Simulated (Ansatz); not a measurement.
Ansatz input

```yaml
crystal:
  lattice:
    - [0.0, 2.5711697262, 2.5711697262]
    - [2.5711697262, 0.0, 2.5711697262]
    - [2.5711697262, 2.5711697262, 0.0]
  atoms:
    - { symbol: La, position: [0.0, 0.0, 0.0] }
hamiltonian:
  xc: pbesol
  pseudopotentials:
    kind: paw
    azcp:
      La: "pseudopotentials/La.paw.azcp"
basis:
  ecutwfc: 420
  fft_grid_basis: typed
kpoints:
  mp_grid: { grid: [17, 17, 17], shift: [0, 0, 0] }
magnetization:
  spin_polarized: false
scf:
  occupations: { method: fermi_dirac, width: 0.1 }
output:
  write_density: true
  write_potential: true
  elf: true
  volumetric_format: npy
```

and its output:

```
Warning: the record states the generating functional pbe (its physics header spells it `PBE`), which answers neither for hamiltonian.xc's functional nor for the pbesol family's — results may be inconsistent (PPs are generated against a specific XC)
Engine: ansatz 0.2.0, aarch64-unknown-linux-gnu
Pseudopotentials: kind: paw
Pseudopotential: La, paw, valence charge 11, recommended cutoff 420 eV (normal) 
Functional definition: PBEsol
  exchange = pbesol_x
  correlation = pbesol_c
Crystal: 1 atoms, lattice volume = 33.996 Å³
Basis set: ecut = 420 eV, 645 PW (Γ)
Bands: 10, of which v1, the nominal top of the filled ones, is band 6 counted from 1 (5 counted from 0)
Symmetry: 48 space group operations
Space group: Fm-3m (ITA 225), of the structure as read, at distance tolerance 3.2e-5 Å
k-points: 165 of 4913
Non-local potential: La, projectors of the file, l = 0: 3, l = 1: 2, l = 2: 2, l = 3: 3
PAW form: soft (Blöchl's): semilocal exchange-correlation on the pseudo side does not see the compensation charge
PAW frozen core: La, regenerated for the run's functional, and the local potential with it (the file was generated under x = pbe(κ = 0.804, μ = 0.2195149727645171), c = pbe(β = 0.06672455060314922))
PAW one-centre angular grid: La, 590 points (default); XC on 64 Gauss nodes
Initial density: superposition of atomic densities (neutral atoms: chi_scale 0, normalization atom), corrected by the library's trained network
Initial wavefunctions: pseudopotential atomic-orbital guess
Functional: x = pbesol(κ = 0.804, μ = 0.12345679012345678), c = pbesol(β = 0.046)
SCF iter   1: F=—  HF=-6161.309393 eV  |F-HF|=—  |Δ(HF+E_count)|=         —  Δρ=5.34e-3  dr2=1.34e-2  ethr=1.77e-3  ⟨swp⟩=4.1  Hψ=7614  notcnv=0
SCF iter   2: F=—  HF=-6161.307624 eV  |F-HF|=—  |Δ(HF+E_count)|=   1.77e-3  Δρ=3.54e-3  dr2=6.30e-3  ethr=1.22e-4  ⟨swp⟩=1.0  Hψ=2971  notcnv=0
SCF iter   3: F=—  HF=-6161.306063 eV  |F-HF|=—  |Δ(HF+E_count)|=   1.56e-3  Δρ=4.70e-4  dr2=5.16e-5  ethr=5.72e-5  ⟨swp⟩=1.4  Hψ=1898  notcnv=0
SCF iter   4: F=—  HF=-6161.306045 eV  |F-HF|=—  |Δ(HF+E_count)|=   1.86e-5  Δρ=1.66e-4  dr2=5.27e-6  ethr=4.69e-7  ⟨swp⟩=2.0  Hψ=2627  notcnv=0
SCF iter   5: F=—  HF=-6161.306044 eV  |F-HF|=—  |Δ(HF+E_count)|=   3.41e-7  Δρ=3.70e-5  dr2=2.74e-7  ethr=4.80e-8  ⟨swp⟩=2.4  Hψ=2591  notcnv=0
SCF iter   6: F=-6161.306044 eV  HF=-6161.306044 eV  |F-HF|=2.41e-9  |Δ(HF+E_count)|=   3.29e-8  Δρ=5.83e-6  dr2=6.39e-9  ethr=9.09e-10  ⟨swp⟩=3.3  Hψ=6204  notcnv=0
SCF 1 converged in 6 iterations: F = -6161.306044 eV  dr2 = 6.39e-9
SCF converged after 6 iterations
Free energy (F): -6161.306044 eV
Harris-Foulkes:  -6161.306044 eV  (|F-HF|=2.41e-9)
Internal energy: -6161.249886 eV  (E = F + TS)
E sigma→0 (E₀):  -6161.277965 eV
Entropy (-TS):   -0.056158 eV (-56.158 meV/atom)
Fermi energy:    12.056594 eV
--- Per-component energies (eV) ---
  E_band       = -32.504954
  E_kinetic    = 194.399088
  E_local      = -305.709568  (includes V_loc(G=0)·N_el)
  E_nonlocal   = 96.462648
  E_hartree    = 97.295478
  E_xc         = -138.830689
  E_vxc        = -147.915849  (∫ρ·V_xc dr)
  E_paw        = -5328.301651  (= ΣΔE_a)
  E_vpaw       = -64.333409  (= ΣTr[D̂ρ^β])
  E_aug_tail   = -0.000000  (compensation charges beyond the density's cutoff)
  E_ewald      = -776.734702
  E_core_change = 0.169509  (= ΣΔE_core)
  E_smearing   = -0.056158  (= −TS)
  E_closure    = 0.000000  (closes the sum)
  Σ components = -6161.306044   (vs F -6161.306044, Δ=0.00e0)
--- Band table (eV; the first three rows and the last of 165) ---
  k-point 0: bands = ["-20.6607", "-3.3959", "-3.3959", "-3.3959", "8.9065", "13.3619", "13.6186", "13.6186", "13.6186", "13.9486"]
  k-point 1: bands = ["-20.6517", "-3.4671", "-3.4039", "-3.4039", "9.0269", "13.1045", "13.6322", "13.6322", "13.8164", "13.9496"]
  k-point 2: bands = ["-20.6258", "-3.6656", "-3.4268", "-3.4268", "9.3584", "12.7778", "13.6589", "13.6589", "13.8476", "13.9529"]
  k-point 164: bands = ["-20.2915", "-4.6431", "-4.5326", "-4.0705", "11.1690", "12.3709", "12.7315", "13.4790", "14.1260", "14.1282"]
```
